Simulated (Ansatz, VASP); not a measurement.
# SrTiO3 (Tausonite): VASP beside Ansatz

```
CELL_PARAMETERS angstrom
3.82710 0.00000 0.00000
0.00000 3.82710 0.00000
0.00000 0.00000 3.82710
ATOMIC_POSITIONS crystal
Sr 0.50000 0.50000 0.50000
Ti 0.00000 0.00000 0.00000
O 0.50000 0.00000 0.00000
O 0.00000 0.50000 0.00000
O 0.00000 0.00000 0.50000
```

Alike in both runs: task single point; functional r2SCAN; k mesh 6 × 6 × 6; no spin polarisation.

```csv
,VASP,Ansatz
version,VASP 6.6.1,Ansatz 0.2.0
potentials or method,"VASP PAW PBE potentials, release 64 (Sr_sv, Ti_sv, O)","plane waves, PAW"
plane-wave cutoff (eV),520,500
occupations,"gaussian, width 0.01 eV",fixed
valence electrons in the cell,40,40
```

```csv
,VASP,Ansatz,Ansatz less VASP
gap on the k mesh at the Fermi level (eV),2.41,2.40,-0.008
pressure (GPa),14.5,13.4,-1.11
```

Caveats: the PAW data sets were made with another functional, which shifts forces and pressure a little (VASP). A k mesh can miss the band edges. r2SCAN opens gaps a little over a GGA but as a rule still falls short of measured ones.
